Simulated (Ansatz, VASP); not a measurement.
## SrO: VASP beside Ansatz

Contents of INCAR:

```
SYSTEM = SrO
ALGO = Normal
EDIFF = 1E-6
ENCUT = 520
GGA = PS
ISIF = 2
ISMEAR = 0
LASPH = .TRUE.
LCHARG = .TRUE.
LELF = .TRUE.
LREAL = .FALSE.
LVHAR = .TRUE.
LWAVE = .FALSE.
NBANDS = 24
NELM = 80
PREC = Accurate
SIGMA = 0.05
```

KPOINTS

```
k-points
0
G
  9 9 4
  0 0 0
```

File POSCAR:

```
SrO
1.0
    3.5532880902      0.0000000000      0.0000000000
   -1.7766440451      3.0772377531      0.0000000000
    0.0000000000      0.0000000000      6.2173039800
Sr O
2 2
Direct
    0.3333333333      0.6666666667      0.2500000000
    0.6666666667      0.3333333333      0.7500000000
    0.0000000000      0.0000000000      0.0000000000
    0.0000000000      0.0000000000      0.5000000000
```

Input for Ansatz:

```yaml
crystal:
  lattice:
    - [3.5532880902, 0.0, 0.0]
    - [-1.7766440451, 3.0772377531, 0.0]
    - [0.0, 0.0, 6.21730398]
  atoms:
    - { symbol: Sr, position: [0.3333333333, 0.6666666667, 0.25] }
    - { symbol: Sr, position: [0.6666666667, 0.3333333333, 0.75] }
    - { symbol: O, position: [0.0, 0.0, 0.0] }
    - { symbol: O, position: [0.0, 0.0, 0.5] }
basis:
  ecutwfc: 420
kpoints:
  mp_grid: { grid: [9, 9, 4] }
hamiltonian:
  xc: pbesol
scf:
  occupations: { method: gaussian, width: 0.05 }
output:
  forces: true
  stress: true
  eigenvalues: true
```

Measurements of this composition are mostly on another form, of space group No. 225.

Alike in both runs: task single point; functional PBEsol; k mesh 9 × 9 × 4; occupations gaussian, width 0.05 eV; no spin polarisation.

|  | VASP | Ansatz |
| --- | --- | --- |
| version | VASP 6.6.1 | Ansatz 0.2.0 |
| potentials or method | VASP PAW PBE potentials, release 64 (Sr_sv, O) | scalar-relativistic, plane waves, PAW |
| plane-wave cutoff (eV) | 520 | 420 |
| valence electrons in the cell | 32 | 32 |

VASP gave:

| Quantity | Value |
| --- | --- |
| gap on the k mesh at the Fermi level (eV) | 2.93 |
| least direct gap on the mesh (eV) | 2.93 |
| pressure (GPa) | -1.8 |
| largest component of the traceless stress (GPa) | 0.40 |

**Question.** What did Ansatz give for the same quantities?

**Answer.** gap on the k mesh at the Fermi level (eV): 2.93; least direct gap on the mesh (eV): 2.93; pressure (GPa): -2.4; largest component of the traceless stress (GPa): 0.39.

Caveats: the PAW data sets were made with another functional, which shifts forces and pressure a little (VASP); an odd mesh through Γ misses points on the zone boundary, where band edges often lie. A hybrid or GW would open this gap; PBEsol tends to underestimate it.
